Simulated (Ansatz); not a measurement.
Sn: single point with PBE

Crystal: Sn.

```
Sn
1.0
     0.00000    3.23334    3.23334
     3.23334    0.00000    3.23334
     3.23334    3.23334    0.00000
Sn
2
Direct
  0.75000 0.75000 0.75000
  0.50000 0.50000 0.50000
```

This isn't the form of Sn at room conditions, which is tetragonal (white tin).

```json
{
  "Program": "Ansatz 0.2.0",
  "Task": "single point",
  "Functional": "PBE",
  "Potentials or basis": "all-electron LAPW, scalar-relativistic",
  "Cutoff": "226 eV (chosen from the basis error)",
  "Basis error allowed": "0.003 eV/atom",
  "k mesh": "5 × 5 × 5",
  "Occupations": "fermi-dirac, width 0.02 eV",
  "Spin": "no spin polarisation"
}
```

* Pressure: 4.0 GPa
* Band gap on the k mesh: none (metal or under the smearing width)

Levels at points of the mesh, in eV from the Fermi level:
| k point | band 18 | band 19 | band 20 | band 21 | band 22 | band 23 | band 24 | band 25 | band 26 | band 27 |
| --- | --- | --- | --- | --- | --- | --- | --- | --- | --- | --- |
| (0.00, 0.00, 0.00) | -21.36 | -10.73 | -0.61 | 0.04 | 0.04 | 0.04 | 2.11 | 2.11 | 2.11 | 4.99 |

Run time: 4.2 s on 1 thread of Arm Neoverse V1, on a shared host, peak memory 0.24 GiB.

Caveat: the k mesh is thin for a metal, which can move the energy by tens of meV per atom.
